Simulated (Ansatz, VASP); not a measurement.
ZnS in VASP and in Ansatz

Contents of INCAR:

```
PREC = Accurate
ENCUT = 520
EDIFF = 1E-6
ISMEAR = -1
SIGMA = 0.08
LREAL = False
LASPH = True
NELM = 100
ALGO = Normal
ISIF = 2
LWAVE = False
LCHARG = False
GGA = PE
NBANDS = 16
```

File KPOINTS:

```
regular mesh
0
Gamma
  14 14 14
```

POSCAR

```
ZnS
1.0
    0.0000000000      2.0907115493      2.0907115493
    2.0907115493      0.0000000000      2.0907115493
    2.0907115493      2.0907115493      0.0000000000
Zn S
1 1
Direct
    0.0000000000      0.0000000000      0.0000000000
    0.5000000000      0.5000000000      0.5000000000
```

Input for Ansatz:

```yaml
crystal:
  lattice:
    - [0.0, 2.0907115493, 2.0907115493]
    - [2.0907115493, 0.0, 2.0907115493]
    - [2.0907115493, 2.0907115493, 0.0]
  atoms:
    - { symbol: Zn, position: [0.0, 0.0, 0.0] }
    - { symbol: S, position: [0.5, 0.5, 0.5] }
kpoints:
  mp_grid: { grid: [14, 14, 14] }
scf:
  occupations: { method: fermi_dirac, width: 0.08 }
hamiltonian:
  xc: pbe
  pseudopotentials: { kind: all_electron, datasets: crystal }
output:
  forces: true
  stress: true
  eigenvalues: true
```

Change from the starting cell: volume scaled by 0.55, crystal datasets.

Alike in both runs: task single point; functional PBE; k mesh 14 × 14 × 14; occupations fermi-dirac, width 0.08 eV; no spin polarisation.

|  | VASP | Ansatz |
| --- | --- | --- |
| version | VASP 6.6.1 | Ansatz 0.2.0 |
| potentials or method | VASP PAW PBE potentials, release 64 (Zn, S) | all-electron PAW with datasets made for the crystal, scalar-relativistic |
| plane-wave cutoff (eV) | 520 | see its input |

```csv
,VASP,Ansatz,Ansatz less VASP
pressure (GPa),196.8,194.8,-1.92
```

Ansatz ran all-electron here, so the differences hold the error of VASP's frozen core and of both bases.

Caveats: the cell as given lies far from equilibrium; so large a pressure means that the cell lies far from this level's equilibrium, or that cutoff or potentials fall short (VASP).
